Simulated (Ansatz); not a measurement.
# Ta2Si: strain energy, fitted

Ta2Si, I4/mcm, a = 6.137 Å, c = 5.040 Å. The structure is a Materials Project entry; whether it is the stable form wasn't checked. Ansatz: PBEsol, PAW, 420 eV, Γ-centred 6×6×8 mesh on 12 atoms, Gaussian smearing 0.10 eV; no spin polarisation. Series: strain along c alone, the other axes held, atoms relaxed; x is the strain in per cent. y is the free energy over the unstrained cell, V0 = 15.816 Å³/atom.

| x (%) | y (meV/atom) |
| --- | --- |
| -3.0 | ? |
| -2.0 | 7.32 |
| -1.0 | 1.77 |
| 0.0 | 0.00 |
| 1.0 | 1.53 |
| 2.0 | 6.10 |
| 3.0 | 13.54 |

Q: Fit y = c2 x² + c3 x³ to the other rows, turn c2 into a modulus, and predict the missing energy.

A: Least squares on the rows shown. y = 1.6916 x² − 0.064587 x³. In eV per unit strain² c2 is 16.92; this is C33 with relaxed ions (E = ½ C33 V0 ε²): 2 × 16.92 × 160.2 / (15.816) = 343 GPa. The unstrained cell keeps some stress along the strain, worth a slope of -0.06 meV/atom per %, which the form leaves out. At x = -3.0 the fit asked for gives 16.97 meV/atom. The run gave 17.13 meV/atom, so the fit is 0.16 meV/atom too low, within twice the rms miss on the fitted rows (0.09 meV/atom).

Spin–orbit coupling is left out, which can shift energies with elements as heavy as these.